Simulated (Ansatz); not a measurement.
## Band table of Sb (simple hexagonal type)

```
CELL_PARAMETERS angstrom
3.28315 0.00000 0.00000
-1.64157 2.84329 0.00000
0.00000 0.00000 3.12360
ATOMIC_POSITIONS crystal
Sb 0.00000 0.00000 0.00000
```

The cell comes from a relaxation on PAW files under the same functional, begun from a prototype that needn't be the stable phase.

All numbers are PBE results (scalar-relativistic) from Ansatz 0.2.0, with a Γ-centred 13×13×12 k mesh, Fermi–Dirac smearing of 0.05 eV, no spin polarisation. Methods: LAPW: all electrons, basis error target 1 meV/atom.

Spin–orbit coupling is left out, which matters for the heavy atoms.

Path points, in fractions of the reciprocal vectors: Γ (0.000, 0.000, 0.000), M (0.500, 0.000, 0.000), K (0.333, 0.333, 0.000), A (0.000, 0.000, 0.500), L (0.500, 0.000, 0.500), H (0.333, 0.333, 0.500). Levels in eV from the Fermi level; bands 10 to 14, counted from the lowest band of the run. The gap is zero, the pressure 0.03 GPa.

```
# k(1/Å) point b10 b11 b12 b13 b14
0.000 Γ -12.46 3.00 4.47 4.47 6.95
0.158 - -12.37 3.09 3.58 4.22 7.10
0.316 - -12.09 1.81 3.36 3.63 7.30
0.474 - -11.64 -0.12 2.96 3.78 6.95
0.631 - -11.03 -1.97 2.35 4.34 6.37
0.789 - -10.30 -3.61 1.89 4.94 5.95
0.947 - -9.57 -4.90 1.59 5.46 5.69
1.105 M -9.21 -5.45 1.49 5.61 5.68
1.196 - -9.19 -5.42 1.13 5.70 6.03
1.287 - -9.12 -5.32 0.31 5.76 7.03
1.378 - -9.02 -5.15 -0.65 5.85 8.29
1.469 - -8.90 -4.91 -1.60 5.96 9.64
1.561 - -8.76 -4.61 -2.48 6.07 10.91
1.652 - -8.64 -4.24 -3.24 6.16 11.60
1.743 K -8.59 -3.81 -3.81 6.20 11.79
1.925 - -8.88 -4.18 -2.77 6.01 10.89
2.107 - -9.67 -3.53 -1.51 5.45 9.74
2.290 - -10.58 -2.24 -0.07 4.73 8.79
2.472 - -11.38 -0.55 1.49 4.03 8.05
2.654 - -11.97 1.40 3.00 3.47 7.51
2.836 - -12.34 3.12 3.37 4.10 7.14
3.019 Γ -12.46 3.00 4.47 4.47 6.95
3.162 - -12.39 2.07 4.54 4.54 7.91
3.306 - -12.17 0.39 4.75 4.75 9.24
3.450 - -11.82 -1.33 5.08 5.08 9.79
3.593 - -11.36 -2.92 5.50 5.50 10.21
3.737 - -10.82 -4.27 5.92 5.92 10.67
3.881 - -10.33 -5.26 6.27 6.27 11.12
4.024 A -10.12 -5.64 6.40 6.40 11.35
4.182 - -10.03 -5.55 5.65 6.15 10.41
4.340 - -9.75 -5.29 3.98 5.56 8.71
4.498 - -9.29 -4.88 2.07 4.88 6.93
4.656 - -8.66 -4.33 0.19 4.26 5.27
4.814 - -7.90 -3.72 -1.51 3.78 3.85
4.972 - -7.10 -3.17 -2.88 2.80 3.47
5.129 L -6.67 -3.50 -2.93 2.40 3.37
5.220 - -6.65 -3.46 -2.92 2.43 3.05
5.312 - -6.58 -3.36 -2.86 2.29 2.52
5.403 - -6.47 -3.19 -2.77 1.37 2.66
5.494 - -6.34 -2.95 -2.66 0.42 2.86
5.585 - -6.18 -2.64 -2.55 -0.47 3.12
5.676 - -6.05 -2.46 -2.26 -1.24 3.43
5.767 H -5.99 -2.42 -1.83 -1.83 3.81
5.950 - -6.34 -2.62 -2.16 -0.78 3.44
6.132 - -7.23 -3.20 -1.42 0.49 3.91
6.314 - -8.20 -3.94 -0.06 1.93 5.01
6.496 - -9.02 -4.64 1.66 3.48 6.52
6.679 - -9.63 -5.18 3.59 4.96 8.30
6.861 - -9.99 -5.52 5.46 6.04 10.18
7.043 A -10.12 -5.64 6.40 6.40 11.35
```
